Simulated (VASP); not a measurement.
# GaN (F-43m) in VASP: a series of runs, part 2 of 2

VASP 6.6.1. Earlier steps stand in the parts before.

**3. Relaxation of cell and atoms, PBE**

This run uses another cell than the first one, of 11.44 Å³/atom, 0.973 times its volume.

INCAR reads:

```
SYSTEM = GaN
ALGO     = Fast           ! electronic algorithm
EDIFF    = 1E-6           ! SCF threshold, eV
EDIFFG   = -0.005         ! ionic threshold
ENCUT    = 600            ! plane-wave cutoff, eV
GGA      = PE             ! functional
IBRION   = 2              ! ionic algorithm
ISIF     = 3              ! what is computed and relaxed
ISMEAR   = -1             ! smearing method
LASPH    = .TRUE.         ! aspherical terms in the spheres
LCHARG   = .FALSE.        ! write CHGCAR
LREAL    = .FALSE.        ! projectors in reciprocal space
LWAVE    = .FALSE.        ! write WAVECAR
NELM     = 60             ! most SCF steps
NSW      = 80             ! ionic steps
PREC     = Accurate       ! precision mode
SIGMA    = 0.02           ! smearing width, eV
```

KPOINTS reads:

```
k-points
0
G
  8 8 8
  0 0 0
```

POSCAR reads:

```
GaN
1.0
    0.0000000000      2.2535006075      2.2535006075
    2.2535006075      0.0000000000      2.2535006075
    2.2535006075      2.2535006075      0.0000000000
Ga N
1 1
Direct
    0.0000000000      0.0000000000      0.0000000000
    0.7500000000      0.7500000000      0.7500000000
```

Potentials or basis: VASP PAW PBE potentials, release 64 (Ga_d, N).

Command:

```sh
$ cat potpaw_PBE.64/Ga_d/POTCAR potpaw_PBE.64/N/POTCAR > POTCAR
$ mpirun -np 1 vasp_std > vasp.out
```

OUTCAR:

```text
SYSTEM = GaN
   EDIFF = 1E-6
   EDIFFG = -0.005
   ENCUT = 600
   GGA = PE
   IBRION = 2
   ISIF = 3
   ISMEAR = -1
   LASPH = .TRUE.
   LREAL = .FALSE.
   NELM = 60
   NSW = 80
   PREC = Accurate

 ion  position               nearest neighbor table
   1  0.000  0.000  0.000-   2 1.95   2 1.95   2 1.95   2 1.95
   2  0.750  0.750  0.750-   1 1.95   1 1.95   1 1.95   1 1.95

  LATTYP: Found a face centered cubic cell.
 ALAT       =     4.5070012150

  Lattice vectors:

 A1 = (   0.0000000000,   2.2535006075,   2.2535006075)
 A2 = (   2.2535006075,   0.0000000000,   2.2535006075)
 A3 = (   2.2535006075,   2.2535006075,   0.0000000000)

Analysis of symmetry for initial positions (statically):
=====================================================================
 Subroutine PRICEL returns:
 Original cell was already a primitive cell.

 Routine SETGRP: Setting up the symmetry group for a
 face centered cubic supercell.

 Subroutine GETGRP returns: Found 24 space group operations
 (whereof 24 operations were pure point group operations)
 out of a pool of 48 trial point group operations.

The static configuration has the point symmetry T_d .

Analysis of symmetry for dynamics (positions and initial velocities):
=====================================================================
 Subroutine PRICEL returns:
 Original cell was already a primitive cell.

 Routine SETGRP: Setting up the symmetry group for a
 face centered cubic supercell.

 Subroutine GETGRP returns: Found 24 space group operations
 (whereof 24 operations were pure point group operations)
 out of a pool of 48 trial point group operations.

The dynamic configuration has the point symmetry T_d .

 Subroutine INISYM returns: Found 24 space group operations
 (whereof 24 operations are pure point group operations),
 and found     1 'primitive' translations

----------------------------------------------------------------------------------------

                                     Primitive cell

  volume of cell :      22.8877

  direct lattice vectors                    reciprocal lattice vectors
     0.000000000  2.253500607  2.253500607    -0.221877020  0.221877020  0.221877020
     2.253500607  0.000000000  2.253500607     0.221877020 -0.221877020  0.221877020
     2.253500607  2.253500607  0.000000000     0.221877020  0.221877020 -0.221877020

  length of vectors
     3.186931122  3.186931122  3.186931122     0.384302272  0.384302272  0.384302272

  position of ions in fractional coordinates (direct lattice)
     0.000000000  0.000000000  0.000000000
     0.750000000  0.750000000  0.750000000

  ion indices of the primitive-cell ions
   primitive index   ion index
                 1           1
                 2           2

----------------------------------------------------------------------------------------

 KPOINTS: k-points

Automatic generation of k-mesh.
 Grid dimensions read from file:
 generate k-points for:    8    8    8

 Generating k-lattice:

  Cartesian coordinates                     Fractional coordinates (reciprocal lattice)
    -0.027734628  0.027734628  0.027734628     0.125000000  0.000000000  0.000000000
     0.027734628 -0.027734628  0.027734628     0.000000000  0.125000000  0.000000000
[... 53 lines left out ...]
   LNONCOLLINEAR =      F non collinear calculations
   LSORBIT =      F    spin-orbit coupling
   LASPH  =      T    aspherical Exc in radial PAW
   ENCUT  =  600.0 eV  44.10 Ry    6.64 a.u.   6.37  6.37  6.37*2*pi/ulx,y,z
   NELM   =     60;   NELMIN=  2; NELMDL= -5     # of ELM steps
   EDIFF  = 0.1E-05   stopping-criterion for ELM
   LREAL  =      F    real-space projection
   EDIFFG = -.5E-02   stopping-criterion for IOM
   NSW    =     80    number of steps for IOM
   IBRION =      2    ionic relax: 0-MD 1-quasi-New 2-CG
   NFREE  =      1    steps in history (QN), initial steepest desc. (CG)
   ISIF   =      3    stress and relaxation
   ISYM   =      2    0-nonsym 1-usesym 2-fastsym
   POTIM  = 0.5000    time-step for ionic-motion
   TEBEG  =    0.0;   TEEND  =   0.0 temperature during run
   PSTRESS=    0.0 pullay stress
   NELECT =      18.0000    total number of electrons
   NUPDOWN=      -1.0000    fix difference up-down
   EMIN   =  10.00;   EMAX   =-10.00  energy-range for DOS
   EFERMI =   0.00;   METHOD = LEGACY
   ISMEAR =    -1;   SIGMA  =   0.02  broadening in eV -4-tet -1-fermi 0-gaus
   EFERMI_NEDOS =   21; number of points for ismear=-14 and -15
   IALGO  =     68    algorithm
   IMIX   =      4    mixing-type and parameters
     AMIX     =   0.40;   BMIX     =  1.00
     AMIX_MAG =   1.60;   BMIX_MAG =  1.00
  volume/ion in A,a.u.               =      11.44        77.23
  Fermi-wavevector in a.u.,A,eV,Ry     =   1.511117  2.855596 31.068543  2.283473
  Thomas-Fermi vector in A             =   2.621216
   LORBIT       =      0    0 simple, 1 ext, 2 COOP (PROOUT), +10 PAW based schemes
   GGA     = PE    functional components
   LHFCALC =     F    Hartree Fock is set to
   AEXX    =    0.0000 exact exchange contribution
   IVDW    =     0    specifies the selected vdW correction
   LEPSILON=     F    determine dielectric tensor
   LRPA    =     F    only Hartree local field effects (RPA)
 conjugate gradient relaxation of ions
 non-spin polarized calculation
 RMM-DIIS sequential band-by-band and
  energy-cutoff  :      600.00
  volume of cell :       22.89
 maximum number of plane-waves:       778
 NGX is ok and might be reduce to    28
   NGX = 13   NGY = 13   NGZ = 13

--------------------------------------- Ionic step        1  -------------------------------------------

 number of electron      18.0000005 magnetization

 Free energy of the ion-electron system (eV)
  ---------------------------------------------------
  ext. energy  EPLUGINS =         0.00000000
  ---------------------------------------------------
  free energy    TOTEN  =       -12.14420409 eV

  energy without entropy =      -12.14420409  energy(sigma->0) =      -12.14420409

------------------------ aborting loop because EDIFF is reached ----------------------------------------

  FORCE on cell =-STRESS in cart. coord.  units (eV):
  Direction    XX          YY          ZZ          XY          YZ          ZX
  --------------------------------------------------------------------------------------
  -------------------------------------------------------------------------------------
  Total        0.7098006      0.7098006      0.7098006      0.0000000      0.0000000     -0.0000000
  in kB       49.6871267     49.6871267     49.6871267      0.0000000      0.0000000     -0.0000000
  external PRESSURE =      49.6871267 kB  Pullay stress =       0.0000000 kB
[... 59 lines left out ...]
--------------------------------------- Ionic step        3  -------------------------------------------

 number of electron      18.0000002 magnetization

 Free energy of the ion-electron system (eV)
  ---------------------------------------------------
  ext. energy  EPLUGINS =         0.00000000
  ---------------------------------------------------
  free energy    TOTEN  =       -12.15363938 eV

  energy without entropy =      -12.15363938  energy(sigma->0) =      -12.15363938

 E-fermi :   5.3791     XC(G=0): -11.5216

 val. band max:        4.9900654204   @ k =   0.0000   0.0000   0.0000
 cond. band min:       6.5379901644   @ k =   0.0000   0.0000   0.0000
 fundamental gap:      1.5479247440
 Fermi energy:         5.3790940630

 k-point     1 :       0.0000    0.0000    0.0000
  band No.  band energies     occupation
      1     -10.7153      2.00000
      2      -8.4337      2.00000
      3      -8.4337      2.00000
      4      -8.4337      2.00000
      5      -8.1406      2.00000
      6      -8.1406      2.00000
      7       4.9901      2.00000
      8       4.9901      2.00000
      9       4.9901      2.00000
     10       6.5380      0.00000
     11      15.1202      0.00000
     12      15.1202      0.00000
     13      15.1202      0.00000
[... 354 lines left out ...]
  band No.  band energies     occupation
      1      -9.8109      2.00000
      2      -8.3371      2.00000
      3      -8.2802      2.00000
      4      -8.1577      2.00000
      5      -8.1097      2.00000
      6      -6.5901      2.00000
      7      -1.2714      2.00000
      8       2.0655      2.00000
      9       3.2845      2.00000
     10      11.4057      0.00000
     11      11.9403      0.00000
     12      14.8829      0.00000
     13      16.5117      0.00000

 [... further k-points ...]

------------------------ aborting loop because EDIFF is reached ----------------------------------------

  FORCE on cell =-STRESS in cart. coord.  units (eV):
  Direction    XX          YY          ZZ          XY          YZ          ZX
  --------------------------------------------------------------------------------------
  -------------------------------------------------------------------------------------
  Total       -0.0069115     -0.0069115     -0.0069115      0.0000000      0.0000000     -0.0000000
  in kB       -0.4707976     -0.4707976     -0.4707976      0.0000000      0.0000000     -0.0000000
  external PRESSURE =      -0.4707976 kB  Pullay stress =       0.0000000 kB
[... 17 lines left out ...]
  FREE ENERGIE OF THE ION-ELECTRON SYSTEM (eV)
  ---------------------------------------------------
  free  energy   TOTEN  =       -12.1536393766 eV

  energy  without entropy=      -12.1536393766  energy(sigma->0) =      -12.15363938

 reached required accuracy - stopping structural energy minimisation
```

It took 30 s on 1 thread of Intel Xeon Platinum 8559C (Emerald Rapids), shared host; peak memory 0.16 GiB.

What came out:

- Free energy: -12.1536 eV
- Relaxed volume: 11.76 Å³/atom
- Relaxed cell: a = 3.216 Å, b = 3.216 Å, c = 3.216 Å, α = 60.00°, β = 60.00°, γ = 60.00°
- Space group after relaxing (to 0.05 Å): F-43m (No. 216)
- Energy gained by relaxing: 4.7 meV/atom
- Ionic steps: 3
- Pressure after relaxing: 0.0 GPa
- Band gap on the k mesh: 1.55 eV, direct

The path:
```csv
step,energy change (eV),largest force (eV/Å),pressure (GPa),volume (Å³)
1,0.0000,0.0000,4.97,22.89
2,-0.0025,0.0000,-3.90,24.08
3,-0.0094,0.0000,-0.05,23.52
```

Final structure:
```
CELL_PARAMETERS angstrom
0.00000 2.27408 2.27408
2.27408 0.00000 2.27408
2.27408 2.27408 0.00000
ATOMIC_POSITIONS crystal
Ga 0.00000 0.00000 0.00000
N 0.75000 0.75000 0.75000
```

As with any semilocal functional, this PBE gap is likely too small.

**4. Against experiment**

Step 2. Against the measured gap of GaN, 3.299 eV (direct; 0 K; a printed reference work, textbook), the calculated 1.55 eV is off by -1.75 eV. So large a miss can be the level of theory's own, or it may mean another phase, state or a wrong row. Spin-orbit coupling on Ga is left out. The value is that of PBE, without temperature or zero-point motion. Semilocal functionals fall short of measured gaps as a rule. The cell is a database's relaxed one, not the measured one, which moves gaps too.
